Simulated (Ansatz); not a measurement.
Ansatz input

```yaml
crystal:
  lattice:
    - [0.0, 2.4222599374, 2.4222599374]
    - [2.4222599374, 0.0, 2.4222599374]
    - [2.4222599374, 2.4222599374, 0.0]
  atoms:
    - { symbol: Fe, position: [0.0, 0.0, 0.0], spin: 2.393 }
    - { symbol: Fe, position: [0.5, 0.5, 0.5], spin: -2.393 }
hamiltonian:
  xc: rpbe
  pseudopotentials:
    kind: paw
    azcp:
      Fe: "pseudopotentials/Fe.paw.azcp"
basis:
  ecutwfc: 420
  fft_grid_basis: typed
kpoints:
  mp_grid: { grid: [18, 18, 18], shift: [0, 0, 0] }
magnetization:
  spin_polarized: true
scf:
  occupations: { method: fermi_dirac, width: 0.05 }
```

Output

```
Engine: ansatz 0.2.0, aarch64-unknown-linux-gnu
Pseudopotentials: kind: paw
Pseudopotential: Fe, paw, valence charge 16, recommended cutoff 420 eV (normal) 
Functional definition: RPBE
  parameter kappa = 0.804
  parameter beta = 0.06672455060314922
  exchange = rpbe_x(kappa = kappa, mu = beta*pi^2/3)
  correlation = pbe_c(beta = beta)
Crystal: 2 atoms, lattice volume = 28.424 Å³
Basis set: ecut = 420 eV, 537 PW (Γ)
Bands: 23, of which v1, the nominal top of the filled ones, is band 16 counted from 1 (15 counted from 0)
Symmetry: 48 space group operations
Space group: Fm-3m (ITA 225), of the structure as read, at distance tolerance 3.1e-5 Å
Magnetic group: BNS 225.121 (UNI 1623), of the structure as read, at distance tolerance 3.1e-5 Å
k-points: 195 of 5832
Non-local potential: Fe, projectors of the file, l = 0: 3, l = 1: 2, l = 2: 3, l = 3: 1
PAW form: soft (Blöchl's): semilocal exchange-correlation on the pseudo side does not see the compensation charge
PAW frozen core: Fe, regenerated for the run's functional, and the local potential with it (the file was generated under x = pbe(κ = 0.804, μ = 0.2195149727645171), c = pbe(β = 0.06672455060314922))
PAW one-centre angular grid: Fe, 590 points (default); XC on 64 Gauss nodes
Initial density: superposition of atomic densities (chi_scale 0.1, normalization cell)
Starting moments: Σ|m| = 4.786 μB on 2 of 2 sites
Starting magnetic order: antiferromagnet; a translation exchanges its spin sublattices: spin-degenerate at every k-point
Initial wavefunctions: pseudopotential atomic-orbital guess
Functional: x = rpbe, c = pbe(β = 0.06672455060314922)
iter 1 solved again at ethr=3.02e-3 eV; its pass at ethr=3.10e-3 eV (dr2=9.66e-1 eV) is discarded
SCF iter   1: F=—  HF=-8967.773075 eV  |F-HF|=—  |Δ(HF+E_count)|=         —  Δρ=5.06e-2 (↑5.06e-2 ↓5.06e-2)  dr2=9.67e-1  dr2_m=2.87e-1  M=0.000 μB ∫|m|=5.038 μB  β_m=0.30  ethr=3.02e-3  ⟨swp⟩=1.0  Hψ=23040  notcnv=0
Mixer restart at iter 1: flushing history
spin=Collinear: Kerker preconditioning applied to the charge; magnetization (m = ρ↑ − ρ↓) channel mixes plain (no charge-response kernel on spin).
SCF iter   2: F=—  HF=-8967.614863 eV  |F-HF|=—  |Δ(HF+E_count)|=   1.58e-1  Δρ=3.44e-2 (↑3.44e-2 ↓3.44e-2)  dr2=1.06e-1  dr2_m=2.42e-1  M=0.000 μB ∫|m|=5.139 μB  β_m=0.49  ethr=3.02e-3  ⟨swp⟩=2.7  Hψ=6747  notcnv=0
SCF iter   3: F=—  HF=-8968.165692 eV  |F-HF|=—  |Δ(HF+E_count)|=         —  Δρ=2.56e-2 (↑2.56e-2 ↓2.56e-2)  dr2=8.31e-2  dr2_m=1.17e-1  M=0.000 μB ∫|m|=5.317 μB  β_m=1.00  ethr=3.31e-4  ⟨swp⟩=3.0  Hψ=9156  notcnv=0  defer=13
Mixer restart at iter 3: flushing history
SCF iter   4: F=—  HF=-8968.442731 eV  |F-HF|=—  |Δ(HF+E_count)|=   2.77e-1  Δρ=2.45e-2 (↑2.45e-2 ↓2.45e-2)  dr2=4.49e-1  dr2_m=4.24e-3  M=0.000 μB ∫|m|=5.207 μB  β_m=0.49  ethr=1.56e-4  ⟨swp⟩=2.9  Hψ=9615  notcnv=0  defer=17
SCF iter   5: F=—  HF=-8968.435713 eV  |F-HF|=—  |Δ(HF+E_count)|=   7.02e-3  Δρ=1.01e-2 (↑1.01e-2 ↓1.01e-2)  dr2=8.74e-3  dr2_m=2.26e-2  M=0.000 μB ∫|m|=5.118 μB  β_m=0.48  ethr=1.56e-4  ⟨swp⟩=3.0  Hψ=11463  notcnv=0  defer=8
SCF iter   6: F=—  HF=-8968.430476 eV  |F-HF|=—  |Δ(HF+E_count)|=   5.24e-3  Δρ=6.47e-3 (↑6.47e-3 ↓6.47e-3)  dr2=1.61e-2  dr2_m=7.59e-3  M=0.000 μB ∫|m|=5.108 μB  β_m=0.74  ethr=2.73e-5  ⟨swp⟩=2.0  Hψ=8133  notcnv=0  defer=10
SCF iter   7: F=—  HF=-8968.432618 eV  |F-HF|=—  |Δ(HF+E_count)|=   2.14e-3  Δρ=2.17e-3 (↑2.17e-3 ↓2.17e-3)  dr2=9.44e-4  dr2_m=6.89e-4  M=0.000 μB ∫|m|=5.071 μB  β_m=0.87  ethr=2.73e-5  ⟨swp⟩=2.0  Hψ=7390  notcnv=0  defer=10
SCF iter   8: F=—  HF=-8968.432177 eV  |F-HF|=—  |Δ(HF+E_count)|=   4.42e-4  Δρ=6.56e-4 (↑6.56e-4 ↓6.56e-4)  dr2=1.45e-4  dr2_m=8.52e-5  M=0.000 μB ∫|m|=5.069 μB  β_m=0.90  ethr=2.95e-6  ⟨swp⟩=2.0  Hψ=6847  notcnv=0  defer=10
SCF iter   9: F=—  HF=-8968.432142 eV  |F-HF|=—  |Δ(HF+E_count)|=   3.47e-5  Δρ=9.83e-5 (↑9.83e-5 ↓9.83e-5)  dr2=1.06e-5  dr2_m=5.72e-7  M=0.000 μB ∫|m|=5.066 μB  β_m=0.95  ethr=4.52e-7  ⟨swp⟩=2.2  Hψ=5651  notcnv=0  defer=10
SCF iter  10: F=—  HF=-8968.432140 eV  |F-HF|=—  |Δ(HF+E_count)|=   1.54e-6  Δρ=1.74e-5 (↑1.74e-5 ↓1.74e-5)  dr2=2.97e-7  dr2_m=1.44e-8  M=0.000 μB ∫|m|=5.066 μB  β_m=0.97  ethr=3.31e-8  ⟨swp⟩=1.8  Hψ=5562  notcnv=0  defer=10
SCF iter  11: F=—  HF=-8968.432141 eV  |F-HF|=—  |Δ(HF+E_count)|=   2.17e-8  Δρ=1.85e-6 (↑1.85e-6 ↓1.85e-6)  dr2=1.16e-9  dr2_m=4.01e-10  M=0.000 μB ∫|m|=5.066 μB  β_m=0.99  ethr=9.27e-10  ⟨swp⟩=2.0  Hψ=5880  notcnv=0  defer=10
SCF iter  12: F=-8968.432141 eV  HF=-8968.432141 eV  |F-HF|=1.62e-9  |Δ(HF+E_count)|=   1.66e-9  Δρ=1.58e-6 (↑1.58e-6 ↓1.58e-6)  dr2=1.98e-9  dr2_m=9.82e-11  M=0.000 μB ∫|m|=5.065 μB  ethr=3.62e-12  ⟨swp⟩=1.1  Hψ=12218  notcnv=0
SCF 1 converged in 12 iterations: F = -8968.432141 eV  dr2 = 1.98e-9
WARN: an SCF from ferromagnetic starting moments (-2.43, -2.43 Bohr magnetons, atom by atom) was not made, by what the run has read of turns of its moments that order reads lower: the deck asks for what bars it, or types moments that do (magnetization.spin_polarized, in the input reference, names some of the keys), or the run goes by scf.lower_state_search: light, the default, which as a rule tries one only behind a close that has lost an order of both signs, or on which an open d or half-filled 4f shell of a PAW file has lost a moment that was set nearer to Hund's than to what is left; or, under a Hubbard U, one that names an f shell that the input leaves bare beside given moments, or a larger moment for a shell of low spin that is given one. standard, with a start from the atoms, tries one behind each close (in a relaxation, ahead of its steps or at their end). To set out from that order, type those moments (crystal.atoms[].spin; where shells were raised to Hund's moment, beside crystal.symmetry.detect: false) under scf.lower_state_search: light. The bands of the close that named these starting moments, or of the one ahead of a search that led to it (under cold or Methfessel-Paxton smearing those of the Gaussian ahead of it) read a cost of -857.37 meV for the turn to them, carried on from a small turn (-857.37 by the pairs of d shells alone)
SCF converged after 12 iterations
Magnetization: 0.0000 μB (16.0000 up, 16.0000 down)
Absolute magnetization: 5.0655 μB (∫|ρ↑−ρ↓|, with the PAW one-centre terms)
Spin contamination: 2.1680 ħ² per cell (⟨S²⟩ above its minimum at these occupations)
Per-site moments (μB) at R_I (Å): [(2.394638761668196, 0.9991822241774999), (-2.394638761668196, 0.9991822241774999)]
Free energy (F): -8968.432141 eV
Harris-Foulkes:  -8968.432141 eV  (|F-HF|=1.62e-9)
Internal energy: -8968.401949 eV  (E = F + TS)
E sigma→0 (E₀):  -8968.417045 eV
Entropy (-TS):   -0.030191 eV (-15.096 meV/atom)
Fermi energy:    14.796633 eV
--- Per-component energies (eV) ---
  E_band       = -562.115411
  E_kinetic    = 694.353996
  E_local      = -4819.978447  (includes V_loc(G=0)·N_el)
  E_nonlocal   = 442.152700
  E_hartree    = 2011.919526
  E_xc         = -232.735667
  E_vxc        = -298.895289  (∫ρ·V_xc dr)
  E_paw        = -2746.086822  (= ΣΔE_a)
  E_vpaw       = -603.593333  (= ΣTr[D̂ρ^β])
  E_aug_tail   = 0.001922  (compensation charges beyond the density's cutoff)
  E_ewald      = -4317.932919
  E_core_change = -0.096238  (= ΣΔE_core)
  E_smearing   = -0.030191  (= −TS)
  E_closure    = -0.000000  (closes the sum)
  Σ components = -8968.432141   (vs F -8968.432141, Δ=0.00e0)
```
